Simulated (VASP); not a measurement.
## Results of a VASP single-point calculation on NaCl (zincblende)

POSCAR

```
Na Cl
 1.0000000000000000
     0.0000000000000000    3.0872728252856900    3.0872728252856900
     3.0872728252856900    0.0000000000000000    3.0872728252856900
     3.0872728252856900    3.0872728252856900   -0.0000000000000000
 Na  Cl
   1   1
Cartesian
  0.0000000000000000  0.0000000000000000  0.0000000000000000
  1.5436364126428450  1.5436364126428450  1.5436364126428450
```

The gap between bands v and c is 4.55 eV and the least direct gap is 4.55 eV.

Band v is the last that the valence electrons fill when counted band by band, and c is the next. Levels in eV from the top of v:

```
point    v−1      v     c    c+1
    Γ   0.00   0.00  4.55  10.94
    X  -0.32  -0.32  6.65   8.75
    W  -0.66  -0.37  7.48   9.25
    K  -0.61  -0.24  7.31   8.80
    L  -0.10  -0.10  7.22   8.54
```

Question: Which of these levels of theory gave these results?
A. r²SCAN
B. PBE
C. PBEsol
D. PBE with spin–orbit coupling
E. HSE06
F. PBE0
G. LDA

Answer: G.

The INCAR was:

```
NSW = 0
NBANDS = 14
ISMEAR = 0
LWAVE = .FALSE.
ENCUT = 520
EDIFF = 1E-7
NELM = 120
LREAL = .FALSE.
SIGMA = 0.01
PREC = Accurate
IBRION = -1
ISIF = 2
LASPH = .TRUE.
GGA = CA
LCHARG = .FALSE.
```
